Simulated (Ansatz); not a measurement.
SrO:

```
CELL_PARAMETERS angstrom
0.00000 2.56630 2.56630
2.56630 0.00000 2.56630
2.56630 2.56630 0.00000
ATOMIC_POSITIONS crystal
Sr 0.50000 0.50000 0.50000
O 0.00000 0.00000 0.00000
```

```yaml
Program: Ansatz 0.2.0
Task: relaxation of cell and atoms
Functional: revPBE
Potentials_or_basis: Ansatz PAW
Cutoff: "420 eV (not typed: the program's choice for these potentials)"
k_mesh: 9 × 9 × 9
Occupations: fermi-dirac, width 0.05 eV
Spin: no spin polarisation
```

At the start: volume 16.90 Å³/atom.

**Question.** Where does the relaxation end?

**Answer.** It ends after 7 steps and the volume is 17.98 Å³/atom (+6.4 %); space group Fm-3m (No. 225, to 0.05 Å).

The path:
| step | energy change (eV) | largest force (eV/Å) | volume (Å³) |
| --- | --- | --- | --- |
| 1 | 0.0000 | 0.0000 | 33.80 |
| 2 | 0.0008 | 0.0000 | 37.86 |
| 3 | -0.0295 | 0.0000 | 36.02 |
| 4 | -0.0300 | 0.0000 | 35.86 |
| 5 | -0.0358 | 0.0000 | 35.86 |
| 6 | -0.0357 | 0.0000 | 35.97 |
| 7 | -0.0359 | 0.0000 | 35.97 |

Final structure:
```
CELL_PARAMETERS angstrom
0.00000 2.62001 2.62001
2.62001 0.00000 2.62001
2.62001 2.62001 0.00000
ATOMIC_POSITIONS crystal
Sr 0.50000 0.50000 0.50000
O 0.00000 0.00000 0.00000
```

Caveat: the plane-wave basis is chosen anew once the cell has moved, so the energies of steps on either side of that aren't comparable; the pressure holds a Pulay correction of +0.3 GPa for the finite cutoff; the PAW data sets come from PBE, with cores solved anew for the run's functional, which leaves a small shift of forces and pressure.
